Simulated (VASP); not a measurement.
A run of VASP 6.6.1 is set up as follows.

The input INCAR:

```
PREC = Accurate
ENCUT = 520
EDIFF = 1E-7
ISMEAR = 0
SIGMA = 0.02
LREAL = F
LASPH = T
NELM = 100
ALGO = Normal
ISIF = 2
LWAVE = F
LCHARG = F
GGA = PS
NBANDS = 20
```

The input KPOINTS:

```
regular mesh
0
Gamma
  9 9 9
```

Contents of POSCAR:

```
ScHO2
1.0
    1.5055293762      0.8692177906      4.6274328397
   -1.5055293762      0.8692177906      4.6274328397
    0.0000000000     -1.7384355813      4.6274328397
Sc H O
1 1 2
Direct
    0.0000000000      0.0000000000      0.0000000000
    0.5000000000      0.5000000000      0.5000000000
    0.5928222475      0.5928222475      0.5928222475
    0.4071777525      0.4071777525      0.4071777525
```

Potentials or basis: VASP PAW PBE potentials, release 64 (Sc_sv, H, O).

Launch:

```sh
$ cat potpaw_PBE.64/Sc_sv/POTCAR potpaw_PBE.64/H/POTCAR potpaw_PBE.64/O/POTCAR > POTCAR
$ mpirun -np 1 vasp_std > vasp.out
```

Predict the largest force.

2.863 eV/Å.

Predict the pressure.

20.5 GPa.

What does it give for the band gap on the k mesh?

4.35 eV, indirect (least direct gap 5.06 eV).

Stress tensor (GPa, compression positive):
```
32.33  0.00  0.00
 0.00 32.33  0.00
 0.00  0.00 -3.08
```

Caveat: so large a pressure means that the cell lies far from this level's equilibrium, or that cutoff or potentials fall short; the potentials were made for another functional, which shifts forces and pressure; an odd mesh through Γ misses points on the zone boundary, where band edges often lie.
